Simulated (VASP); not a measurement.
# ZnSe in VASP: one cell, several levels of theory

One table from this session's results is given with a row withheld; the runs are named, their logs left out.

The runs shown are made with VASP 6.6.1. PAW datasets, plane waves. Spin-unpolarised throughout. Whether this structure exists isn't addressed.

## The cell

The cell comes from an earlier relaxation with r2SCAN in another program.

Space group Fm-3m (No. 225), cubic; a = 5.318 Å in the conventional setting, 18.79 Å³ an atom. Zn has 6 Se at 2.66 Å; Se has 6 Zn at 2.66 Å.

Coordinates:

```cif
data_structure
_symmetry_space_group_name_H-M 'P 1'
_symmetry_Int_Tables_number 1
_cell_length_a 3.7601
_cell_length_b 3.7601
_cell_length_c 3.7601
_cell_angle_alpha 60.000
_cell_angle_beta 60.000
_cell_angle_gamma 60.000
_cell_volume 37.59
loop_
_atom_site_label
_atom_site_type_symbol
_atom_site_fract_x
_atom_site_fract_y
_atom_site_fract_z
_atom_site_occupancy
Zn1 Zn 0.00000 0.00000 0.00000 1
Se1 Se 0.50000 0.50000 0.50000 1
```

The first run:

INCAR

```
ENCUT = 520.000000
SIGMA = 0.020000
EDIFF = 1.00e-07
GGA = PE
PREC = Accurate
IBRION = -1
ISIF = 2
ISMEAR = -1
NBANDS = 16
NELM = 120
NSW = 0
LASPH = .TRUE.
LCHARG = .FALSE.
LWAVE = .FALSE.
LREAL = .FALSE.
```

KPOINTS

```
KPOINTS created by Atomic Simulation Environment
0
Gamma
8 8 8
0 0 0
```

KPOINTS_OPT

```
special points
7
Reciprocal
0.0000000000 0.0000000000 0.0000000000 1
0.5000000000 0.0000000000 0.5000000000 1
0.5000000000 0.2500000000 0.7500000000 1
0.3750000000 0.3750000000 0.7500000000 1
0.5000000000 0.5000000000 0.5000000000 1
0.6250000000 0.2500000000 0.6250000000 1
0.1875000000 0.1875000000 0.3750000000 1
```

POSCAR

```
Zn Se
 1.0000000000000000
     0.0000000000000000    2.6587577899911223    2.6587577899911223
     2.6587577899911223    0.0000000000000000    2.6587577899911223
     2.6587577899911223    2.6587577899911223   -0.0000000000000000
 Zn  Se
   1   1
Cartesian
 -0.0000000000000000 -0.0000000000000000  0.0000000000000000
  2.6587577899911223  2.6587577899911223  2.6587577899911223
```

Potentials: the recommended PBE PAW datasets, 18 valence electrons in the neutral cell.

Among the steps run: PBE; Single point with r2SCAN; Single point with LDA; PBEsol at this geometry; PBE+SOC at this geometry.

One of the session's tables, all rows but one given; the rest of the session is left out.

```
  level  gap (eV)  Ansatz: gap (eV)
    PBE     -1.08             -1.07
 r2SCAN     -0.67             -0.66
    LDA         ?                 ?
 PBEsol     -1.13             -1.12
PBE+SOC     -1.08             -1.07
```

**Question.** Estimate the row for LDA.

The run gave: gap (eV): -1.20; Ansatz: gap (eV): -1.21. In the column «gap (eV)» it is the lowest.

A negative gap is an overlap of bands.

What this shows: No gap over 0.02 eV opens at any of these levels. The PBE bands overlap with and without spin-orbit coupling. Leaving spin-orbit runs aside: The pressure is highest with PBE (2.4 GPa) and lowest with LDA (-4.3 GPa), which orders the cells that they would relax to. The two programs agree on the overlap of the bands within 0.02 eV, far less than the spread between functionals. Datasets and cutoffs are each program's own. VASP's cell holds 18 valence electrons and Ansatz's 28. LDA means the Perdew–Zunger form in VASP and the Perdew–Wang form in Ansatz.
